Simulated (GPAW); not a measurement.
BN:

```
N B
1.0
     2.55394    0.00000    0.00000
    -1.27697    2.21178    0.00000
     0.00000    0.00000    4.22685
N B
2 2
Cartesian
  0.0000 1.4745 0.5295
  1.2770 0.7373 2.6430
  0.0000 1.4745 2.1123
  1.2770 0.7373 4.2257
```

Measurements of this composition are mostly on another form, of space group No. 194.

Program: GPAW 26.7.0. Alike in all runs: level LDA; potentials or basis the program's PAW data sets (release 1.2.1) made for this functional, pw; no spin polarisation; cell as given; k mesh 10 × 10 × 5. Hardware: 1 thread of Arm Neoverse V2 (shared host).

Q: Order these runs on this cell by their wall time, lowest first.
A. task band structure; cutoff (eV) 800; smearing fermi-dirac 0.05 eV; maxiter 150
B. task single point; cutoff (eV) 600; smearing fermi-dirac 0.05 eV; maxiter 120; convergence default
C. task dielectric tensor; cutoff (eV) 600; smearing fermi-dirac 0.001 eV; maxiter 150; response ecut 80 eV; response k mesh 21 × 21 × 11; response bands 48

A: B (13 s), A (42 s), C (650 s).

Caveats: the long-wavelength limit can be off by a per cent or two (some runs).
